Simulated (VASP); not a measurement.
A run of VASP 6.6.1:

INCAR

```
SYSTEM = AlFe
  PREC = Accurate
  ENCUT = 700
  EDIFF = 1E-6
  ISMEAR = 1
  SIGMA = 0.1
  LREAL = .FALSE.
  LASPH = .TRUE.
  NELM = 120
  ALGO = Normal
  ISIF = 3
  LWAVE = .FALSE.
  LCHARG = .FALSE.
  GGA = PE
  IBRION = 2
  NSW = 40
  EDIFFG = -0.005
```

KPOINTS

```
regular mesh
0
G
  14 14 14
  0 0 0
```

The input POSCAR:

```
AlFe
1.0
    2.8400000000      0.0000000000      0.0000000000
    0.0000000000      2.8400000000      0.0000000000
    0.0000000000      0.0000000000      2.8400000000
Fe Al
1 1
Direct
    0.0000000000      0.0000000000      0.0000000000
    0.5000000000      0.5000000000      0.5000000000
```

Potentials or basis: VASP PAW PBE potentials, release 64 (Fe, Al).

Launch:

```bash
$ cat potpaw_PBE.64/Fe/POTCAR potpaw_PBE.64/Al/POTCAR > POTCAR
$ mpirun -np 1 vasp_std > vasp.out
```

Hardware: 1 thread of Intel(R) Xeon(R) 6975P-C (Granite Rapids) (shared host).

Task: How long does it take, and how much memory?

Result: Run time: 31 s on 1 thread of Intel(R) Xeon(R) 6975P-C (Granite Rapids), on a shared host, peak memory 0.2 GiB. Counts: scf iterations 27, k points 120, ion steps 3.
